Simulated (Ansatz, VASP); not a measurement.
## One calculation of TePb, two programs

```
CELL_PARAMETERS angstrom
0.00000 3.18733 3.18733
3.18733 0.00000 3.18733
3.18733 3.18733 0.00000
ATOMIC_POSITIONS crystal
Pb 0.00000 0.00000 0.00000
Te 0.50000 0.50000 0.50000
```

Alike in both runs: task single point; functional PBE; k mesh 7 × 7 × 7; occupations fermi-dirac, width 0.05 eV; no spin polarisation.

```csv
,VASP,Ansatz
version,VASP 6.6.1,Ansatz 0.2.0
potentials or method,"VASP PAW PBE potentials, release 64 (Pb_d, Te)",Ansatz PAW soft_1
plane-wave cutoff (eV),520,420
valence electrons in the cell,20,30
```

Ansatz gave:

```
gap on the k mesh at the Fermi level (eV) : 0.95
least direct gap on the mesh (eV)         : 0.95
pressure (GPa)                            : 4.3
```

**Question.** Which values does VASP return?

**Answer.** gap on the k mesh at the Fermi level (eV): 0.95; least direct gap on the mesh (eV): 0.95; pressure (GPa): 4.2.

The two sets of potentials don't hold the same shells in valence.

The runs have no spin-orbit coupling, so splittings on Pb, Te are missing.
